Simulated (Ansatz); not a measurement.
## Several inputs for SiC

Cell: a refined structure from the COD, its atoms then relaxed with PBE in this cell.

Space group Cmc2_1 (No. 36); a = 3.0778, b = 5.3350, c = 15.1219 Å.

```
site  Wyckoff  site symmetry       x       y       z
 Si1       4a            m..  0.5000  0.3333  0.1423
 Si3       4a            m..  0.5000  0.9999  0.4755
 Si5       4a            m..  0.5000  0.6666  0.3088
  C7       4a            m..  0.5000  0.9998  0.3502
  C9       4a            m..  0.5000  0.3334  0.0173
 C11       4a            m..  0.5000  0.6666  0.1838
```

One atom of each set is listed; the run and its k-mesh use a cell of 12 atoms with edges of 3.08, 3.08, 15.12 Å.

Reference run. Method: Kohn–Sham DFT in Ansatz, PBE, plane waves and PAW, scalar-relativistic, 420 eV cutoff, Γ-centred 10×10×2 k-points, Fermi–Dirac smearing 0.02 eV.

It gives V_zz (10²¹ V/m²) Si5 0.26 (η 0.01), C7 0.21 (η 0.06), among others. Each of these runs changes the input as listed (caps on SCF iterations aside):

A. hamiltonian.xc: pbe → revpbe; scf.mixing.algorithm: not typed → anderson; scf.mixing.beta: not typed → 0.9; scf.mixing.ndim: not typed → 16
B. kpoints.mp_grid.grid: [10, 10, 2] → [12, 12, 2]
C. scf.occupations.method: fermi_dirac → methfessel_paxton; scf.occupations.width: 0.02 → 0.15; total_charge: not typed → 1; scf.mixing.preconditioner: not typed → ldos
D. basis.ecutwfc: not typed → 22.0 Ry; scf.occupations.width: 0.02 → 0.1; kpoints.mp_grid.grid: [10, 10, 2] → [8, 8, 2]
E. scf.occupations.method: fermi_dirac → methfessel_paxton; scf.occupations.width: 0.02 → 0.2; hamiltonian.pseudopotentials: {kind: paw} → {kind: nc, accuracy: standard}; scf.n_extra_bands: not typed → 2

Problem. How does each run end, and how far do the gradients move?

Solution. 

```csv
run,Si5 V_zz (η),C7 V_zz (η),"largest change of a gradient tensor, all atoms",note
A,0.26 (0.01),0.21 (0.06),0.00,converged; another functional
B,0.26 (0.01),0.21 (0.06),0.00,converged
C,0.10 (0.04),0.010 (0.13),0.20,converged; cell charge +1 on a uniform background; no gap left; odd number of electrons without spin polarisation
D,0.27 (0.01),0.20 (0.07),0.01,converged; cutoff below the recommended one; mesh coarser than the reference's
E,–,–,–,refused: output.efg without hamiltonian.pseudopotentials.kind: paw|paw_fr|all_electron or hamiltonian.pseudopotentials.kind: all_electron — the all-electron EFG reconstruction …
```

Run C moves them most, on C7 (V_zz from 0.21 to 0.010).

Run C changes scf.occupations, total_charge together, so the table can't tell their shares apart.
